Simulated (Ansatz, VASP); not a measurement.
# Ga in VASP and in Ansatz

```xyz
4
Lattice="2.2350 -3.7987 0.0000 2.2350 3.7987 0.0000 0.0000 0.0000 4.4898" Properties=species:S:1:pos:R:3 pbc="T T T"
Ga    2.2350    2.6141    0.3738
Ga    2.2350   -1.1845    1.8711
Ga    2.2350   -2.6141    4.1160
Ga    2.2350    1.1845    2.6187
```

Alike in both runs: functional PBEsol; k mesh 12 × 12 × 10; occupations gaussian, width 0.1 eV; no spin polarisation.

Ansatz relaxed the structure, and its values are those at the end. VASP's run is a single point on that final structure, the one shown.

|  | VASP | Ansatz |
| --- | --- | --- |
| version | VASP 6.6.1 | Ansatz 0.2.0 |
| potentials or method | VASP PAW PBE potentials, release 64 (Ga_d) | scalar-relativistic, plane waves, PAW |
| plane-wave cutoff (eV) | 520 | 420 |
| valence electrons in the cell | 52 | 52 |

|  | VASP | Ansatz | Ansatz less VASP |
| --- | --- | --- | --- |
| gap on the k mesh at the Fermi level (eV) | none | none | - |
| pressure (GPa) | 0.1 | 0.0 | -0.08 |

A gap of «none» marks a metal or a gap that the smearing closes.

Caveats: the PAW data sets were made with another functional, which shifts forces and pressure a little (VASP).
